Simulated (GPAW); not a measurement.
CuI (Marshite):

```
I Cu
1.0
     0.00000    3.03150    3.03150
     3.03150    0.00000    3.03150
     3.03150    3.03150    0.00000
I Cu
1 1
Direct
  0.00000 0.00000 0.00000
  0.75000 0.75000 0.75000
```

Base run:

| Item | Value |
| --- | --- |
| Program | GPAW 26.7.0 |
| Functional | PBEsol |
| Potentials or basis | PAW data sets generated in the run's folder for this functional |
| Cutoff | 600 eV |
| Basis | pw |
| k mesh | 8 × 8 × 8 |
| Occupations | fermi-dirac, width 0.05 eV |
| Spin | no spin polarisation |

Its results: band gap on the k mesh 1.03 eV, direct; pressure -1.9 GPa.

**Question.** After a change of settings the same cell gave: band gap on the k mesh 1.28 eV, direct; pressure 3.0 GPa. Which change was it?
A. k mesh from 8 × 8 × 8 to 6 × 6 × 6; spin from no spin polarisation to spin-orbit coupling, no magnetisation
B. functional from PBEsol to BLYP
C. functional from PBEsol to RPBE; potentials or basis from PAW data sets generated in the run's folder for this functional to the program's PAW data sets (release 1.2.1) made for this functional

**Answer.** C.

Caveats: with this Cu data set, volumes or pressures lay over 1.5 % or 2 GPa off other programs in two to four cells of ten; spin-orbit coupling is left out, which moves the levels of the heavy elements.
